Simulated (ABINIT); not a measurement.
# AlAu (Pm-3m) in ABINIT: further runs

Runs on AlAu. Level: PBEsol. Tasks: relaxation of cell and atoms, single point.

All numbers are computed with ABINIT 10.8.3 (patched build); they aren't measurements. Logs are shortened: lines on timing, memory, paths and dates and some standing lists are left out, and cuts for length are marked. The log counts tension as positive stress, the text compression.

### Step 1. The structure

The structure is cubic, space group Pm-3m (No. 221). The conventional cell has a = 3.224 Å, b = 3.224 Å, c = 3.224 Å, α = 90.00°, β = 90.00°, γ = 90.00°. Around Au (site symmetry m-3m) lie 8 Al at 2.79 Å. Al (site symmetry m-3m) is surrounded by 8 Au at 2.79 Å.

The cell comes from a database or a generator and needn't be the stable form of this composition.

### Step 2. Relaxation of cell and atoms, PBEsol

run.abi reads:

```
pp_dirpath "./"
pseudos "Au.upf, Al.upf"

acell 6.0923674217 6.0923674217 6.0923674217
rprim
     1.0000000000     0.0000000000     0.0000000000
     0.0000000000     1.0000000000     0.0000000000
     0.0000000000     0.0000000000     1.0000000000
ntypat 2
znucl 79 13
natom 2
typat 1 2
chkprim 0
chksymtnons 0
tolsym 1.0e-6
xred
            1/2            1/2            1/2
            0.0            0.0            0.0

ecut 38.0
ecutsm 0.5

kptopt 1
ngkpt 6 6 6
nshiftk 1
shiftk 0.0 0.0 0.0

ixc -116133

nband 15
occopt 3
tsmear 0.00183747

nstep 80
tolvrs 1.0e-12

iomode 3
prteig 0
prtebands 0
prtwf 0
prtden 0

ionmov 2
optcell 2
ntime 50
tolmxf 2.0e-5
dilatmx 1.08
```

Potentials or basis: PseudoDojo NC SR PBEsol v0.4.1 standard.

On the command line:

```console
> abinit run.abi > log 2>&1
```

run.abo:

```text
.Version 10.8.3 of ABINIT
 Symmetries : space group Pm -3 m (#221); Bravais cP (primitive cubic)
================================================================================
 Values of the parameters that define the memory need of the present run
     intxc =       0    ionmov =       2      iscf =       7    lmnmax =       7
     lnmax =       7     mgfft =      40  mpssoang =       4    mqgrid =    3001
     natom =       2  nloc_mem =       1    nspden =       1   nspinor =       1
    nsppol =       1      nsym =      48    n1xccc =    2501    ntypat =       2
    occopt =       3   xclevel =       2
       mpw =        3217          nfft =       64000          nkpt =          20
================================================================================
================================================================================

--------------------------------------------------------------------------------
------------- Echo of variables that govern the present computation ------------
--------------------------------------------------------------------------------
 -outvars: echo values of preprocessed input variables --------
            acell      6.0923674217E+00  6.0923674217E+00  6.0923674217E+00 Bohr
              amu      1.96966540E+02  2.69815390E+01
          chkprim           0
      chksymtnons           0
          dilatmx      1.08000000E+00
             ecut      3.80000000E+01 Hartree
           ecutsm      5.00000000E-01 Hartree
           ionmov           2
              ixc     -116133
         kptrlatt        6    0    0      0    6    0      0    0    6
          kptrlen      3.65542045E+01
            natom           2
            nband          15
            ngfft          40      40      40
             nkpt          20
            nstep          80
             nsym          48
            ntime          50
           ntypat           2
           occopt           3
          optcell           2
           prtden           0
        prtebands           0
           prteig           0
            prtwf           0
          spgroup         221
           tolmxf      2.00000000E-05
           tolsym      1.00000000E-06
           tolvrs      1.00000000E-12
           tsmear      1.83747000E-03 Hartree
            typat      1  2
           xangst      1.6119709989E+00  1.6119709989E+00  1.6119709989E+00
                       0.0000000000E+00  0.0000000000E+00  0.0000000000E+00
            xcart      3.0461837108E+00  3.0461837108E+00  3.0461837108E+00
                       0.0000000000E+00  0.0000000000E+00  0.0000000000E+00
             xred      5.0000000000E-01  5.0000000000E-01  5.0000000000E-01
                       0.0000000000E+00  0.0000000000E+00  0.0000000000E+00
            znucl       79.00000   13.00000

================================================================================

 chkinp: Checking input parameters for consistency.
[... 43 lines left out ...]

---SELF-CONSISTENT-FIELD CONVERGENCE--------------------------------------------
[... 478 lines left out ...]
 Difference of energy with previous step (new-old):
           Absolute (Ha)=-5.04431E-09
           Relative     =-3.36816E-11

 At Broyd/MD step   5, gradients are converged :
  max grad (force/stress) = 1.4927E-07 < tolmxf= 2.0000E-05 ha/bohr (free atoms)

================================================================================

 ----iterations are completed or convergence reached----

 Mean square residual over all n,k,spin=   30.603E-15; max=  54.788E-13
 reduced coordinates (array xred) for    2 atoms
       0.500000000000      0.500000000000      0.500000000000
       0.000000000000      0.000000000000      0.000000000000
 rms dE/dt=  0.0000E+00; max dE/dt=  0.0000E+00; dE/dt below (all hartree)
    1       0.000000000000      0.000000000000      0.000000000000
    2       0.000000000000      0.000000000000      0.000000000000

 cartesian coordinates (angstrom) at end:
    1      1.58850297844832     1.58850297844832     1.58850297844832
    2      0.00000000000000     0.00000000000000     0.00000000000000

 cartesian forces (hartree/bohr) at end:
    1     -0.00000000000000    -0.00000000000000    -0.00000000000000
    2     -0.00000000000000    -0.00000000000000    -0.00000000000000
 frms,max,avg= 0.0000000E+00 0.0000000E+00   0.000E+00  0.000E+00  0.000E+00 h/b

 cartesian forces (eV/Angstrom) at end:
    1     -0.00000000000000    -0.00000000000000    -0.00000000000000
    2     -0.00000000000000    -0.00000000000000    -0.00000000000000
 frms,max,avg= 0.0000000E+00 0.0000000E+00   0.000E+00  0.000E+00  0.000E+00 e/A
 length scales=  6.003671158912  6.003671158912  6.003671158912 bohr
              =  3.177005956897  3.177005956897  3.177005956897 angstroms
 Fermi (or HOMO) energy (hartree) =   0.44143   Average Vxc (hartree)=  -0.44688
 Eigenvalues (hartree) for nkpt=  20  k points:
 kpt#   1, nband= 15, wtk=  0.00463, kpt=  0.0000  0.0000  0.0000 (reduced coord)
  -3.50077   -1.71013   -1.71013   -1.71013    0.00390    0.18274    0.18274    0.25825
   0.25825    0.25825    0.54049    0.54049    0.54049    0.69788    0.71134
      occupation numbers for kpt#   1
   2.00000    2.00000    2.00000    2.00000    2.00000    2.00000    2.00000    2.00000
   2.00000    2.00000    0.00000    0.00000    0.00000    0.00000    0.00000
 prteigrs : prtvol=0 or 1, do not print more k-points.

--- !EnergyTerms
iteration_state     : {dtset: 1, itime: 5, icycle: 1, }
comment             : Components of total free energy in Hartree
kinetic             :  4.32497227385437E+01
hartree             :  3.75462797499238E+01
xc                  : -2.62255711532454E+01
Ewald energy        : -9.50435773199302E+01
psp_core            :  3.34522785198537E+00
local_psp           : -1.15449418303727E+02
non_local_psp       :  2.81311895380438E+00
internal            : -1.49764217482646E+02
'-kT*entropy'       : -3.09171531347082E-04
total_energy        : -1.49764526654177E+02
total_energy_eV     : -4.07530038073333E+03
band_energy         : -1.40342561198434E+01
...

 Cartesian components of stress tensor (hartree/bohr^3)
  sigma(1 1)=  1.49266379E-09  sigma(3 2)=  0.00000000E+00
  sigma(2 2)=  1.49266381E-09  sigma(3 1)=  0.00000000E+00
  sigma(3 3)=  1.49266380E-09  sigma(2 1)=  0.00000000E+00

-Cartesian components of stress tensor (GPa)         [Pressure= -4.3916E-05 GPa]
- sigma(1 1)=  4.39156849E-05  sigma(3 2)=  0.00000000E+00
- sigma(2 2)=  4.39156854E-05  sigma(3 1)=  0.00000000E+00
- sigma(3 3)=  4.39156852E-05  sigma(2 1)=  0.00000000E+00

== END DATASET(S) ==============================================================
================================================================================

 -outvars: echo values of variables after computation  --------
            acell      6.0036711589E+00  6.0036711589E+00  6.0036711589E+00 Bohr
           etotal     -1.4976452665E+02
            fcart     -0.0000000000E+00 -0.0000000000E+00 -0.0000000000E+00
                      -0.0000000000E+00 -0.0000000000E+00 -0.0000000000E+00
           strten      1.4926637894E-09  1.4926638068E-09  1.4926637999E-09
                       0.0000000000E+00  0.0000000000E+00  0.0000000000E+00
           xangst      1.5885029784E+00  1.5885029784E+00  1.5885029784E+00
                       0.0000000000E+00  0.0000000000E+00  0.0000000000E+00
             xred      5.0000000000E-01  5.0000000000E-01  5.0000000000E-01
                       0.0000000000E+00  0.0000000000E+00  0.0000000000E+00
 Calculation completed.
```

Wall time 3.1 min (1 thread of Intel Xeon Platinum 8259CL at 2.50GHz (Skylake/Cascade Lake), shared host); peak memory 0.09 GiB.

Results:

```yaml
Free_energy: -4075.3004 eV
Relaxed_volume: 16.03 Å³/atom
Relaxed_cell: a = 3.177 Å, b = 3.177 Å, c = 3.177 Å, α = 90.00°, β = 90.00°, γ = 90.00°
Space_group_after_relaxing_to_0.05_Å: Pm-3m (No. 221)
Energy_gained_by_relaxing: 12.9 meV/atom
Ionic_steps: 5
Pressure_after_relaxing: 0.0 GPa
Band_gap_on_the_k_mesh: none (metal or under the smearing width)
```

Step by step:
```csv
step,energy change (eV),largest force (eV/Å),pressure (GPa),volume (Å³)
1,0.0000,0.0000,-5.49,33.51
2,-0.0158,0.0000,-3.53,32.95
3,-0.0258,0.0000,0.29,32.00
4,-0.0258,0.0000,-0.01,32.07
5,-0.0258,0.0000,0.00,32.07
```

Final structure:
```
Au Al
1.0
     3.17701    0.00000    0.00000
     0.00000    3.17701    0.00000
     0.00000    0.00000    3.17701
Au Al
1 1
Direct
  0.50000 0.50000 0.50000
  0.00000 0.00000 0.00000
```

Spin-orbit coupling is left out, which matters for the levels of Au.

### Step 3. Single point, PBEsol (cell relaxed)

run.abi reads:

```
# Pseudopotentials
pp_dirpath "./"
pseudos "Au.upf, Al.upf"

# Structure
acell 3.17700596 3.17700596 3.17700596 Angstrom
rprim
     1.0000000000     0.0000000000     0.0000000000
     0.0000000000     1.0000000000     0.0000000000
     0.0000000000     0.0000000000     1.0000000000
ntypat 2
znucl 79 13
natom 2
typat 1 2
xcart
     1.5885029800     1.5885029800     1.5885029800
     0.0000000000     0.0000000000     0.0000000000 Angstrom
chkprim 0
chksymtnons 0
tolsym 1.0e-6

# Plane-wave basis
ecut 38.0

# k points
kptopt 1
ngkpt 6 6 6
nshiftk 1
shiftk 0.0 0.0 0.0

# Exchange and correlation
ixc -116133

# Bands and occupations
nband 15
occopt 3
tsmear 0.05 eV

# SCF cycle
nstep 100
tolvrs 1.0e-10

# Output
iomode 3
prtwf 0
prtden 0
prteig 0
prtebands 0
prtvol 2
```

Potentials or basis: PseudoDojo NC SR PBEsol v0.4.1 standard.

On the command line:

```console
> abinit run.abi > log 2>&1
```

run.abo:

```text
.Version 10.8.3 of ABINIT
 Symmetries : space group Pm -3 m (#221); Bravais cP (primitive cubic)
================================================================================
 Values of the parameters that define the memory need of the present run
     intxc =       0    ionmov =       0      iscf =       7    lmnmax =       7
     lnmax =       7     mgfft =      36  mpssoang =       4    mqgrid =    3001
     natom =       2  nloc_mem =       1    nspden =       1   nspinor =       1
    nsppol =       1      nsym =      48    n1xccc =    2501    ntypat =       2
    occopt =       3   xclevel =       2
       mpw =        2449          nfft =       46656          nkpt =          20
================================================================================
================================================================================

--------------------------------------------------------------------------------
------------- Echo of variables that govern the present computation ------------
--------------------------------------------------------------------------------
 -outvars: echo values of preprocessed input variables --------
            acell      6.0036711648E+00  6.0036711648E+00  6.0036711648E+00 Bohr
              amu      1.96966540E+02  2.69815390E+01
          chkprim           0
      chksymtnons           0
             ecut      3.80000000E+01 Hartree
              ixc     -116133
         kptrlatt        6    0    0      0    6    0      0    0    6
          kptrlen      3.60220270E+01
            natom           2
            nband          15
            ngfft          36      36      36
             nkpt          20
            nstep         100
             nsym          48
           ntypat           2
           occopt           3
           prtden           0
        prtebands           0
           prteig           0
           prtvol           2
            prtwf           0
          spgroup         221
           tolsym      1.00000000E-06
           tolvrs      1.00000000E-10
           tsmear      1.83746611E-03 Hartree
            typat      1  2
           xangst      1.5885029800E+00  1.5885029800E+00  1.5885029800E+00
[... 203 lines left out ...]
   2.00000    2.00000    0.01894    0.00000    0.00000    0.00000    0.00000
 kpt#   3, nband= 15, wtk=  0.02778, kpt=  0.3333  0.0000  0.0000 (reduced coord)
  -3.50075   -1.71113   -1.71006   -1.71006    0.06825    0.19048    0.19308    0.23076
   0.23076    0.26164    0.34784    0.63165    0.63165    0.65955    0.73637
      occupation numbers for kpt#   3
   2.00000    2.00000    2.00000    2.00000    2.00000    2.00000    2.00000    2.00000
[... 88 lines left out ...]
      occupation numbers for kpt#  18
   2.00000    2.00000    2.00000    2.00000    2.00000    2.00000    2.00000    2.00000
   2.00000    2.00000    2.00000    0.00000    0.00000    0.00000    0.00000
 kpt#  19, nband= 15, wtk=  0.02778, kpt=  0.5000  0.5000  0.3333 (reduced coord)
  -3.50069   -1.71125   -1.71125   -1.71090    0.15281    0.17365    0.17365    0.26105
   0.29285    0.41327    0.41327    0.41572    0.44080    0.59053    0.63871
      occupation numbers for kpt#  19
   2.00000    2.00000    2.00000    2.00000    2.00000    2.00000    2.00000    2.00000
   2.00000    2.00000    2.00000    2.00000    1.16832    0.00000    0.00000
 kpt#  20, nband= 15, wtk=  0.00463, kpt=  0.5000  0.5000  0.5000 (reduced coord)
  -3.50068   -1.71122   -1.71122   -1.71122    0.16267    0.16267    0.16267    0.29331
   0.29331    0.42490    0.46503    0.46503    0.46503    0.52080    0.57449
      occupation numbers for kpt#  20
   2.00000    2.00000    2.00000    2.00000    2.00000    2.00000    2.00000    2.00000
   2.00000    1.99975    0.00001    0.00001    0.00001    0.00000    0.00000
 Total charge density [el/Bohr^3]
)     Maximum=    1.5930E+00  at reduced coord.    0.5000    0.5556    0.6111
)Next maximum=    1.5930E+00  at reduced coord.    0.5556    0.5000    0.6111
)     Minimum=    1.5749E-03  at reduced coord.    0.0000    0.0000    0.0000
)Next minimum=    2.2418E-03  at reduced coord.    0.0278    0.0000    0.0000
   Integrated=    2.2000E+01

--- !EnergyTerms
iteration_state     : {dtset: 1, }
comment             : Components of total free energy in Hartree
kinetic             :  4.32497241177342E+01
hartree             :  3.75462819909548E+01
xc                  : -2.62255713938142E+01
Ewald energy        : -9.50435772270907E+01
psp_core            :  3.34522784218230E+00
local_psp           : -1.15449423013359E+02
non_local_psp       :  2.81311928938614E+00
internal            : -1.49764218394006E+02
'-kT*entropy'       : -3.09171755014302E-04
total_energy        : -1.49764527565761E+02
total_energy_eV     : -4.07530040553879E+03
band_energy         : -1.40342558699033E+01
...

 Cartesian components of stress tensor (hartree/bohr^3)
  sigma(1 1)=  5.18101251E-07  sigma(3 2)=  0.00000000E+00
  sigma(2 2)=  5.18101251E-07  sigma(3 1)=  0.00000000E+00
  sigma(3 3)=  5.18101251E-07  sigma(2 1)=  0.00000000E+00

-Cartesian components of stress tensor (GPa)         [Pressure= -1.5243E-02 GPa]
- sigma(1 1)=  1.52430651E-02  sigma(3 2)=  0.00000000E+00
- sigma(2 2)=  1.52430651E-02  sigma(3 1)=  0.00000000E+00
- sigma(3 3)=  1.52430651E-02  sigma(2 1)=  0.00000000E+00

== END DATASET(S) ==============================================================
================================================================================

 -outvars: echo values of variables after computation  --------
            acell      6.0036711648E+00  6.0036711648E+00  6.0036711648E+00 Bohr
           etotal     -1.4976452757E+02
            fcart     -0.0000000000E+00 -0.0000000000E+00 -0.0000000000E+00
                      -0.0000000000E+00 -0.0000000000E+00 -0.0000000000E+00
           strten      5.1810125128E-07  5.1810125127E-07  5.1810125126E-07
                       0.0000000000E+00  0.0000000000E+00  0.0000000000E+00
           xangst      1.5885029800E+00  1.5885029800E+00  1.5885029800E+00
                       0.0000000000E+00  0.0000000000E+00  0.0000000000E+00
             xred      5.0000000000E-01  5.0000000000E-01  5.0000000000E-01
                       0.0000000000E+00  0.0000000000E+00  0.0000000000E+00
 Calculation completed.
```

It took 33 s on 1 thread of Intel Xeon Platinum 8259CL at 2.50GHz (Skylake/Cascade Lake), shared host; peak memory 0.07 GiB.

What came out:

```yaml
Free_energy: -4075.3004 eV
Pressure: 0.0 GPa
Band_gap_on_the_k_mesh: none (metal or under the smearing width)
Valence_electrons_inside_the_program's_atomic_spheres: Au 15.53; Al 0.82
```

The run has no spin-orbit coupling, so splittings on Au are missing.
